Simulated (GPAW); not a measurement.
A run of GPAW 26.7.0 is set up as follows.

run.py

```python
from ase.calculators.mixing import SumCalculator
from ase.eos import EquationOfState
from ase.io import Trajectory, read
from ase.units import GPa
from dftd4.ase import DFTD4
from gpaw import GPAW, PW

atoms = read('POSCAR')

traj = Trajectory('eos.traj', 'w')
volumes, energies = [], []
for x in [0.94, 0.96, 0.98, 1.0, 1.02, 1.04, 1.06]:
    a = atoms.copy()
    a.set_cell(atoms.cell * x**(1 / 3), scale_atoms=True)
    calc = GPAW(mode=PW(600),
                xc='MGGA_X_REVTPSS+MGGA_C_REVTPSS',
                kpts={'size': (8, 8, 8), 'gamma': True},
                occupations={'name': 'fermi-dirac', 'width': 0.05},
                nbands=11,
                convergence={'density': 1e-05, 'energy': 1e-05},
                eigensolver='davidson',
                maxiter=150,
                txt=f'eos-{x:.2f}.txt')
    a.calc = SumCalculator([calc, DFTD4(method='revtpss')])
    energies.append(a.get_potential_energy())
    volumes.append(a.get_volume())
    p = -a.get_stress()[:3].mean() / GPa
    calc.write(f'eos-{x:.2f}.gpw')
    traj.write(a)
    print(f'{x:.2f} {volumes[-1]:10.4f} A^3 {energies[-1]:14.6f} eV {p:9.3f} GPa', flush=True)

v0, e0, B = EquationOfState(volumes, energies, eos='birchmurnaghan').fit()
print(f'V0 = {v0:.4f} A^3, E0 = {e0:.6f} eV, B0 = {B / GPa:.2f} GPa')
```

The input POSCAR:

```
GaAs
1.0
    0.0000000000      2.8268500000      2.8268500000
    2.8268500000      0.0000000000      2.8268500000
    2.8268500000      2.8268500000      0.0000000000
As Ga
1 1
Direct
    0.7500000000      0.7500000000      0.7500000000
    0.0000000000      0.0000000000      0.0000000000
```

Potentials or basis: GPAW PAW data sets (gpaw-data 1.2.1), pw.

Launch:

```sh
$ OMP_NUM_THREADS=1 python run.py
```

(1) What does it give for the bulk modulus?

(2) What does it give for the equilibrium volume?

## Answers

(1) 79 GPa (rough).

(2) 22.24 Å³/atom (rough: see the caveat).

Caveat: the points scatter about the fit; the PAW data sets were made with another functional, which shifts forces and pressure a little.
